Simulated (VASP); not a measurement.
# Ag (Fm-3m) in VASP: further runs

Aim: see how the results for Ag move with the level of theory and the settings. Levels: RPBE, rev-vdW-DF2. Tasks: single point.

Program: VASP 6.6.1. These are calculated values, not measurements. Logs are shortened: lines on timing, memory, paths and dates and some standing lists are left out, and cuts for length are marked.

## (1) Starting point

It takes space group Fm-3m (No. 225, cubic). The conventional cell has a = 4.085 Å, b = 4.085 Å, c = 4.085 Å, α = 90.00°, β = 90.00°, γ = 90.00°. Ag (site symmetry m-3m) is surrounded by 12 Ag at 2.89 Å.

## (2) Single point, RPBE

INCAR reads:

```
ALGO = Fast
EDIFF = 1E-6
ENCUT = 520
GGA = RP
ISIF = 2
ISMEAR = 0
LASPH = T
LCHARG = T
LELF = T
LREAL = F
LVHAR = T
LWAVE = F
NELM = 100
PREC = Accurate
SIGMA = 0.05
```

KPOINTS reads:

```
k-points
0
Gamma
  11 11 11
```

POSCAR reads:

```
Ag
1.0
    0.0000000000      2.0427500000      2.0427500000
    2.0427500000      0.0000000000      2.0427500000
    2.0427500000      2.0427500000      0.0000000000
Ag
1
Direct
    0.0000000000      0.0000000000      0.0000000000
```

Potentials or basis: VASP PAW PBE potentials, release 54 (Ag).

Run with:

```console
> cat potpaw_PBE.54/Ag/POTCAR > POTCAR
> mpirun -np 1 vasp_std > vasp.out
```

OUTCAR:

```text
EDIFF = 1E-6
   ENCUT = 520
   GGA = RP
   ISIF = 2
   ISMEAR = 0
   LASPH = T
   LREAL = F
   NELM = 100
   PREC = Accurate

 ion  position               nearest neighbor table
   1  0.000  0.000  0.000-

  LATTYP: Found a face centered cubic cell.
 ALAT       =     4.0855000000

  Lattice vectors:

 A1 = (   0.0000000000,   2.0427500000,   2.0427500000)
 A2 = (   2.0427500000,   0.0000000000,   2.0427500000)
 A3 = (   2.0427500000,   2.0427500000,   0.0000000000)

Analysis of symmetry for initial positions (statically):
=====================================================================
 Subroutine PRICEL returns:
 Original cell was already a primitive cell.

 Routine SETGRP: Setting up the symmetry group for a
 face centered cubic supercell.

 Subroutine GETGRP returns: Found 48 space group operations
 (whereof 48 operations were pure point group operations)
 out of a pool of 48 trial point group operations.

The static configuration has the point symmetry O_h .

Analysis of symmetry for dynamics (positions and initial velocities):
=====================================================================
 Subroutine PRICEL returns:
 Original cell was already a primitive cell.

 Routine SETGRP: Setting up the symmetry group for a
 face centered cubic supercell.

 Subroutine GETGRP returns: Found 48 space group operations
 (whereof 48 operations were pure point group operations)
 out of a pool of 48 trial point group operations.

The dynamic configuration has the point symmetry O_h .

 Subroutine INISYM returns: Found 48 space group operations
 (whereof 48 operations are pure point group operations),
 and found     1 'primitive' translations

----------------------------------------------------------------------------------------

                                     Primitive cell

  volume of cell :      17.0481

  direct lattice vectors                    reciprocal lattice vectors
     0.000000000  2.042750000  2.042750000    -0.244768082  0.244768082  0.244768082
     2.042750000  0.000000000  2.042750000     0.244768082 -0.244768082  0.244768082
     2.042750000  2.042750000  0.000000000     0.244768082  0.244768082 -0.244768082

  length of vectors
     2.888884755  2.888884755  2.888884755     0.423950755  0.423950755  0.423950755

  position of ions in fractional coordinates (direct lattice)
     0.000000000  0.000000000  0.000000000

  ion indices of the primitive-cell ions
   primitive index   ion index
                 1           1

----------------------------------------------------------------------------------------

 KPOINTS: k-points

Automatic generation of k-mesh.
 Grid dimensions read from file:
 generate k-points for:   11   11   11

 Generating k-lattice:

  Cartesian coordinates                     Fractional coordinates (reciprocal lattice)
    -0.022251644  0.022251644  0.022251644     0.090909091  0.000000000  0.000000000
     0.022251644 -0.022251644  0.022251644     0.000000000  0.090909091  0.000000000
     0.022251644  0.022251644 -0.022251644     0.000000000  0.000000000  0.090909091

  Length of vectors
     0.038540978  0.038540978  0.038540978

  Shift w.r.t. Gamma in fractional coordinates (k-lattice)
     0.000000000  0.000000000  0.000000000

 Subroutine IBZKPT returns following result:
 ===========================================

 Found     56 irreducible k-points:

 Following reciprocal coordinates:
            Coordinates               Weight
  0.000000  0.000000  0.000000      1.000000
  0.090909  0.000000  0.000000      8.000000
  0.181818  0.000000  0.000000      8.000000
  0.272727  0.000000  0.000000      8.000000
  0.363636  0.000000  0.000000      8.000000
  0.454545  0.000000  0.000000      8.000000
[... 16 lines left out ...]
 -0.272727  0.181818  0.000000     24.000000
 -0.181818  0.181818  0.000000     12.000000
 [... further k-points ...]
   k-points           NKPTS =     56   k-points in BZ     NKDIM =     56   number of bands    NBANDS=      9
   number of dos      NEDOS =    301   number of ions     NIONS =      1
   total plane-waves  NPLWV =  13824
   dimension x,y,z NGX =    24 NGY =   24 NGZ =   24
   dimension x,y,z NGXF=    48 NGYF=   48 NGZF=   48
   ions per type =               1
   NGX,Y,Z   is equivalent  to a cutoff of  13.81, 13.81, 13.81 a.u.
   NGXF,Y,Z  is equivalent  to a cutoff of  27.62, 27.62, 27.62 a.u.
 SYSTEM =  unknown system
   PREC   = accura    normal or accurate (medium, high low for compatibility)
   ISTART =      0    job   : 0-new  1-cont  2-samecut
   ICHARG =      2    charge: 1-file 2-atom 10-const
   ISPIN  =      1    spin polarized calculation?
   LNONCOLLINEAR =      F non collinear calculations
   LSORBIT =      F    spin-orbit coupling
   LASPH  =      T    aspherical Exc in radial PAW
   ENCUT  =  520.0 eV  38.22 Ry    6.18 a.u.   5.37  5.37  5.37*2*pi/ulx,y,z
   NELM   =    100;   NELMIN=  2; NELMDL= -5     # of ELM steps
   EDIFF  = 0.1E-05   stopping-criterion for ELM
   LREAL  =      F    real-space projection
   EDIFFG = 0.1E-04   stopping-criterion for IOM
   NSW    =      0    number of steps for IOM
   IBRION =     -1    ionic relax: 0-MD 1-quasi-New 2-CG
   NFREE  =      0    steps in history (QN), initial steepest desc. (CG)
   ISIF   =      2    stress and relaxation
   ISYM   =      2    0-nonsym 1-usesym 2-fastsym
   POTIM  = 0.5000    time-step for ionic-motion
   TEBEG  =    0.0;   TEEND  =   0.0 temperature during run
   PSTRESS=    0.0 pullay stress
   NELECT =      11.0000    total number of electrons
   NUPDOWN=      -1.0000    fix difference up-down
   EMIN   =  10.00;   EMAX   =-10.00  energy-range for DOS
   EFERMI =   0.00;   METHOD = LEGACY
   ISMEAR =     0;   SIGMA  =   0.05  broadening in eV -4-tet -1-fermi 0-gaus
   EFERMI_NEDOS =   21; number of points for ismear=-14 and -15
   IALGO  =     68    algorithm
   IMIX   =      4    mixing-type and parameters
     AMIX     =   0.40;   BMIX     =  1.00
     AMIX_MAG =   1.60;   BMIX_MAG =  1.00
  volume/ion in A,a.u.               =      17.05       115.05
  Fermi-wavevector in a.u.,A,eV,Ry     =   1.414644  2.673290 27.228221  2.001218
  Thomas-Fermi vector in A             =   2.536165
   LORBIT       =      0    0 simple, 1 ext, 2 COOP (PROOUT), +10 PAW based schemes
   GGA     = RP    functional components
   LHFCALC =     F    Hartree Fock is set to
   AEXX    =    0.0000 exact exchange contribution
   IVDW    =     0    specifies the selected vdW correction
   LEPSILON=     F    determine dielectric tensor
   LRPA    =     F    only Hartree local field effects (RPA)
 non-spin polarized calculation
 RMM-DIIS sequential band-by-band and
 Gauss-broadening in eV      SIGMA  =   0.05
  energy-cutoff  :      520.00
  volume of cell :       17.05
 maximum number of plane-waves:       477
 NGX is ok and might be reduce to    24
   NGX = 11   NGY = 11   NGZ = 11

 number of electron      10.9999999 magnetization

 Free energy of the ion-electron system (eV)
  ---------------------------------------------------
  ext. energy  EPLUGINS =         0.00000000
  ---------------------------------------------------
  free energy    TOTEN  =        -2.16196426 eV

  energy without entropy =       -2.16158478  energy(sigma->0) =       -2.16177452

 E-fermi :   8.8481     XC(G=0): -12.0816

 val. band max:        8.7954743518   @ k =  -0.4545   0.0909   0.0000
 cond. band min:       8.8963693561   @ k =   0.4545   0.3636   0.0000
 fundamental gap:      0.1008950043
 Fermi energy:         8.8480951541

 k-point     1 :       0.0000    0.0000    0.0000
  band No.  band energies     occupation
      1       0.8350      2.00000
      2       3.7358      2.00000
      3       3.7358      2.00000
      4       3.7358      2.00000
      5       4.7629      2.00000
      6       4.7629      2.00000
      7      24.5810      0.00000
      8      28.2002      0.00000
      9      28.2002      0.00000

 k-point     2 :       0.0909    0.0000    0.0000
  band No.  band energies     occupation
      1       1.0901      2.00000
      2       3.6814      2.00000
      3       3.8038      2.00000
      4       3.8038      2.00000
      5       4.7389      2.00000
      6       4.7389      2.00000
      7      24.5451      0.00000
      8      26.4009      0.00000
      9      28.3012      0.00000

 k-point     3 :       0.1818    0.0000    0.0000
  band No.  band energies     occupation
      1       1.7508      2.00000
      2       3.6520      2.00000
      3       3.9255      2.00000
      4       3.9255      2.00000
      5       4.7484      2.00000
      6       4.7484      2.00000
      7      22.3326      0.00000
      8      25.4465      0.00000
      9      28.4346      0.00000

 k-point     4 :       0.2727    0.0000    0.0000
  band No.  band energies     occupation
      1       2.2627      2.00000
      2       3.9170      2.00000
      3       3.9170      2.00000
      4       4.2590      2.00000
      5       4.9597      2.00000
      6       4.9597      2.00000
      7      18.8533      0.00000
      8      25.0120      0.00000
      9      28.1165      0.00000
[... 205 lines left out ...]
 k-point    22 :      -0.3636    0.1818    0.0000
  band No.  band energies     occupation
      1       2.7251      2.00000
      2       3.4877      2.00000
      3       4.1428      2.00000
      4       4.3732      2.00000
      5       5.2193      2.00000
      6       9.0005      0.00002
      7      14.0845      0.00000
      8      20.5471      0.00000
      9      25.1583      0.00000

 k-point    23 :      -0.2727    0.1818    0.0000
  band No.  band energies     occupation
      1       2.9084      2.00000
      2       3.5627      2.00000
      3       4.0049      2.00000
      4       4.2177      2.00000
      5       4.7819      2.00000
      6       7.1994      2.00000
      7      17.2555      0.00000
      8      20.4206      0.00000
      9      25.9203      0.00000

 k-point    24 :      -0.1818    0.1818    0.0000
  band No.  band energies     occupation
      1       2.8500      2.00000
      2       3.3382      2.00000
      3       3.9532      2.00000
      4       4.3460      2.00000
      5       4.3762      2.00000
      6       5.9208      2.00000
      7      20.5274      0.00000
      8      20.9240      0.00000
      9      27.2062      0.00000

 [... further k-points ...]

------------------------ aborting loop because EDIFF is reached ----------------------------------------

  FORCE on cell =-STRESS in cart. coord.  units (eV):
  Direction    XX          YY          ZZ          XY          YZ          ZX
  --------------------------------------------------------------------------------------
  -------------------------------------------------------------------------------------
  Total        0.8847791      0.8847791      0.8847791      0.0000000      0.0000000     -0.0000000
  in kB       83.1514455     83.1514455     83.1514455      0.0000000      0.0000000     -0.0000000
  external PRESSURE =      83.1514455 kB  Pullay stress =       0.0000000 kB

 VOLUME and BASIS-vectors are now :
 -----------------------------------------------------------------------------
  energy-cutoff  :      520.00
  volume of cell :       17.05
      direct lattice vectors                 reciprocal lattice vectors
     0.000000000  2.042750000  2.042750000    -0.244768082  0.244768082  0.244768082
     2.042750000  0.000000000  2.042750000     0.244768082 -0.244768082  0.244768082
     2.042750000  2.042750000  0.000000000     0.244768082  0.244768082 -0.244768082

 POSITION                                       TOTAL-FORCE (eV/Angst)
 -----------------------------------------------------------------------------------
      0.00000      0.00000      0.00000         0.000000      0.000000     -0.000000
 -----------------------------------------------------------------------------------
    total drift:                               -0.000000      0.000000      0.000000

  FREE ENERGIE OF THE ION-ELECTRON SYSTEM (eV)
  ---------------------------------------------------
  free  energy   TOTEN  =        -2.1619642573 eV

  energy  without entropy=       -2.1615847755  energy(sigma->0) =       -2.16177452
```

Wall time 3.4 s (1 thread of Intel Xeon 6975P-C (Granite Rapids), shared host); peak memory 0.14 GiB.

What came out:

| Quantity | Value |
| --- | --- |
| Free energy | -2.1620 eV |
| Pressure | 8.3 GPa |
| Band gap on the k mesh | none (metal or under the smearing width) |

Caveat: the PAW data sets were made with another functional, which shifts forces and pressure a little.

## (3) Single point, RPBE

run.py reads:

```python
from ase.calculators.vasp import Vasp
from ase.dft.bandgap import bandgap
from ase.spacegroup import crystal

atoms = crystal(
    ['Ag'],
    basis=[[0.0, 0.0, 0.0]],
    spacegroup=225,
    setting=1,
    cellpar=[4.0855, 4.0855, 4.0855, 90.0, 90.0, 90.0],
    primitive_cell=True,
)
calc = Vasp(
    directory='calc',
    xc='rpbe',
    pp='PBE',
    setups='recommended',
    pp_version='54',
    prec='Accurate',
    encut=520,
    ediff=1e-06,
    ismear=0,
    sigma=0.05,
    lreal=False,
    lasph=True,
    nelm=60,
    algo='Normal',
    isif=2,
    lwave=False,
    lcharg=False,
    kpts=[11, 11, 11],
    gamma=True,
    nbands=12,
)
atoms.calc = calc

print('energy (eV):', atoms.get_potential_energy())
print('free energy (eV):', atoms.get_potential_energy(force_consistent=True))
print('forces (eV/A):')
print(atoms.get_forces())
print('stress (eV/A^3, Voigt):', atoms.get_stress())
print('Fermi level (eV):', calc.get_fermi_level())
gap, top, bottom = bandgap(calc)
print('band gap (eV):', gap, 'from (spin, k, band)', top, 'to', bottom)
```

Potentials or basis: VASP PAW PBE potentials, release 54 (Ag).

Run with:

```console
> python run.py
```

Wall time 5.6 s (1 thread of Intel Xeon 6975P-C (Granite Rapids), shared host); peak memory 0.14 GiB.

Results (log left out):

```yaml
Free_energy: -2.1620 eV
Pressure: 8.3 GPa
Band_gap_on_the_k_mesh: none (metal or under the smearing width)
```

Levels at points of the mesh, in eV from the Fermi level:
```csv
k point,band 2,band 3,band 4,band 5,band 6,band 7,band 8,band 9,band 10,band 11
"(0.00, 0.00, 0.00)",-5.11,-5.11,-5.11,-4.09,-4.09,15.73,19.35,19.35,19.35,24.09
```

Caveat: the PAW data sets were made with another functional, which shifts forces and pressure a little.

## (4) Single point, rev-vdW-DF2

run.py reads:

```python
from ase.calculators.vasp import Vasp
from ase.dft.bandgap import bandgap
from ase.io import read

atoms = read('Ag.xyz')
calc = Vasp(
    directory='calc',
    xc='rev-vdw-df2',
    pp='PBE',
    setups='gw',
    prec='Accurate',
    encut=600,
    ediff=1e-06,
    ismear=1,
    sigma=0.1,
    lreal=False,
    lasph=True,
    nelm=60,
    algo='Normal',
    isif=2,
    lwave=False,
    lcharg=False,
    kpts=[11, 11, 11],
    gamma=True,
    nbands=16,
)
atoms.calc = calc

print('energy (eV):', atoms.get_potential_energy())
print('free energy (eV):', atoms.get_potential_energy(force_consistent=True))
print('forces (eV/A):')
print(atoms.get_forces())
print('stress (eV/A^3, Voigt):', atoms.get_stress())
print('Fermi level (eV):', calc.get_fermi_level())
gap, top, bottom = bandgap(calc)
print('band gap (eV):', gap, 'from (spin, k, band)', top, 'to', bottom)
```

Ag.xyz reads:

```xyz
1
Lattice="0.0000000000 2.0427500000 2.0427500000 2.0427500000 0.0000000000 2.0427500000 2.0427500000 2.0427500000 0.0000000000" Properties=species:S:1:pos:R:3 pbc="T T T"
Ag     0.0000000000      0.0000000000      0.0000000000
```

Potentials or basis: VASP PAW PBE potentials, release 64 (Ag_sv_GW).

Run with:

```console
> python run.py
```

It took 18 s on 1 thread of Intel Xeon 6975P-C (Granite Rapids), shared host; peak memory 0.27 GiB.

Results (log left out):

```
Free energy            : 2.8512 eV
Pressure               : 0.2 GPa
Band gap on the k mesh : none (metal or under the smearing width)
```

Levels at points of the mesh, in eV from the Fermi level:
```tsv
k point	band 7	band 8	band 9	band 10	band 11	band 12	band 13	band 14
(0.00, 0.00, 0.00)	-5.08	-5.08	-4.04	-4.04	15.71	19.17	19.17	19.17
```

Caveat: the PAW data sets were made with another functional, which shifts forces and pressure a little.
